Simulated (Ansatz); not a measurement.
## Ionic part of the dielectric constant of NaCl, mode by mode

All numbers below come from DFT LDA, scalar-relativistic, plane waves, PAW (Ansatz 0.2.0). Settings: 420 eV plane-wave cutoff, Γ-centred 8×8×8 mesh, fixed occupations. No spin polarisation. Phonons by linear response, acoustic sum rule imposed.

It takes space group Pm-3m (No. 221, cubic). The conventional cell has a = 3.368 Å, b = 3.368 Å, c = 3.368 Å, α = 90.00°, β = 90.00°, γ = 90.00°. Na (site symmetry m-3m) is surrounded by 8 Cl at 2.92 Å. Cl (site symmetry m-3m) has 8 Na at 2.92 Å as nearest neighbours.

The cell is the ideal cubic caesium chloride prototype; this isn't the usual structure of the compound.

The primitive cell has V = 38.22 Å³ and ε∞,xx = 2.888. Each polar mode adds Δε = (4.92064×10⁷/V)·S/ν² along x, with S its oscillator strength in e²/amu, ν in cm⁻¹ and V in Å³.

**Question.** From these modes, find each Δε and ε0,xx.
```csv
ν (cm⁻¹),S_xx (e²/amu)
113.3,0.09754
```

**Answer.**
| ν (cm⁻¹) | Δε |
| --- | --- |
| 113.3 | 9.79 |

The sum is 9.790, so ε0,xx = 12.68; the run's tensor has 12.68.

**Question.** Where do the longitudinal modes lie for a wave vector along x?

**Answer.** At 237 cm⁻¹. The Lyddane–Sachs–Teller product Π(ν_LO/ν_TO)² = 4.39 matches ε0/ε∞ = 4.39.